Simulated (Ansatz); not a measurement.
**Gallium (omega (AlB2-type)) across density functionals**

All rows: Ansatz, plane waves with scalar-relativistic PAW, 420 eV (500 eV for the SCAN forms), relaxed under each functional, no dispersion correction, no zero-point motion. B₀ comes from uniform scaling at fixed shape; a dash is a value not given.

```json
{"functional": "PBE", "V (Å³/atom)": "19.30", "cell": "a = 4.707 Å, c = 3.017 Å (c/a = 0.641)", "B₀ (GPa)": "46", "magnetic state": "spin not included", "ΔE to alpha-Ga (Cmce) (meV/atom)": "48"}
{"functional": "r²SCAN", "V (Å³/atom)": "18.31", "cell": "a = 4.602 Å, c = 2.995 Å (c/a = 0.651)", "B₀ (GPa)": "56", "magnetic state": "spin not included", "ΔE to alpha-Ga (Cmce) (meV/atom)": "174"}
{"functional": "PBEsol", "V (Å³/atom)": "18.06", "cell": "a = 4.608 Å, c = 2.947 Å (c/a = 0.640)", "B₀ (GPa)": "57", "magnetic state": "spin not included", "ΔE to alpha-Ga (Cmce) (meV/atom)": "47"}
{"functional": "revPBE", "V (Å³/atom)": "19.84", "cell": "a = 4.748 Å, c = 3.048 Å (c/a = 0.642)", "B₀ (GPa)": "42", "magnetic state": "spin not included", "ΔE to alpha-Ga (Cmce) (meV/atom)": "42"}
{"functional": "RPBE", "V (Å³/atom)": "20.06", "cell": "a = 4.765 Å, c = 3.060 Å (c/a = 0.642)", "B₀ (GPa)": "40", "magnetic state": "spin not included", "ΔE to alpha-Ga (Cmce) (meV/atom)": "41"}
{"functional": "BLYP", "V (Å³/atom)": "22.27", "cell": "a = 4.852 Å, c = 3.276 Å (c/a = 0.675)", "B₀ (GPa)": "28", "magnetic state": "spin not included", "ΔE to alpha-Ga (Cmce) (meV/atom)": "91"}
```

What does LDA give?

V (Å³/atom): 17.45; cell: a = 4.552 Å, c = 2.918 Å (c/a = 0.641); B₀ (GPa): 62; magnetic state: spin not included; ΔE to alpha-Ga (Cmce) (meV/atom): 76.
